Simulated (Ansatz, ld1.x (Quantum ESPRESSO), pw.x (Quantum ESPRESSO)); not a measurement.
From atom to crystal: RRKJ potential for Pr

praseodymium (Pr), norm-conserving RRKJ (Kleinman–Bylander form), made with ld1.x (Quantum ESPRESSO) 7.5 (PBE, scalar-relativistic). Core [Xe], reference 4f3 5d0 6s2 6p0. Waves: 6p (bound, empty): rc 4.20 bohr; 5d (bound, empty): rc 3.30 bohr; 4f (bound): rc 1.60 bohr; 6s (bound): rc 3.95 bohr. Local part: the s channel. Core correction: Bessel-smoothed model core inside 1.05 bohr.

Atomic tests: cutoffs needed: 90 Ry and 120 Ry (the cutoffs (Ry, on a coarse ladder) from which the occupation-weighted sum of valence levels, in a spherical-Bessel basis at the reference potential, stays within 10 and 1 mRy of its value at 400 Ry); ghost test: no extra level below or beside the all-electron valence levels (p, d, f, s tested) (spherical-Bessel basis up to 400 Ry, 20 bohr box); configuration tests: 7 of 7 tests not solved or not reliable.

Crystal test: diamond Pr in pw.x 7.5, no spin, 8³ k-points, Fermi–Dirac smearing 0.01 Ry, cutoffs 145/580 Ry. The reference is all-electron LAPW (Ansatz 0.2.0) with the same functional, mesh and smearing; V0 and B0 come from Birch–Murnaghan fits to the pressures at five volumes. Errors are pseudo minus all-electron; Δ is the rms difference of the E(V) curves that follow from these fits, minima aligned, over ±6 % about the mean V0. Mesh and smearing are coarse, so the numbers serve the comparison and aren't converged zero-temperature values; the lattice is a test structure that the element need not adopt. Spin polarisation and strong correlation are left out, which matters for this element.

| V (Å³/atom) | P all-electron (GPa) | P pseudo (GPa) |
| --- | --- | --- |
| 25.222 | 5.19 | -37.83 |
| 25.885 | 2.36 | -36.55 |
| 26.549 | -0.04 | -35.30 |
| 27.213 | -2.08 | -34.05 |
| 27.876 | -3.80 | -32.84 |

All-electron: a0 = 5.965 Å (V0 = 26.54 Å³/atom), B0 = 88.6 GPa.

Pseudopotential: mean pressure error (GPa): -35.64. The pressure does not cross zero within the volumes sampled, so no fit is given. The largest radius (4.20 bohr) exceeds half the bond length (2.44 bohr), so the spheres overlap, which is one possible source of error among others. This is a poor potential for the solid. The pseudo pressure rises with volume over the whole range, a mechanical instability. Atomic configuration tests: 7 of 7 tests not solved or not reliable.

Task: At the middle volume, how do free energy and pressure move when the wave cutoff is lowered (ecutrho kept at four times it)?

Result:

```tsv
cutoff (Ry)	shift of F (meV/atom)	shift of P (GPa)
65	+2913.1	-125.47
87	+45.7	-0.74
116	+6.6	-0.46
```

The run at the middle volume (29 k-points, 42 iterations) took about 3.4 min on one core of a shared host (Neoverse-V2, 96 threads, 371 GiB, load 10).
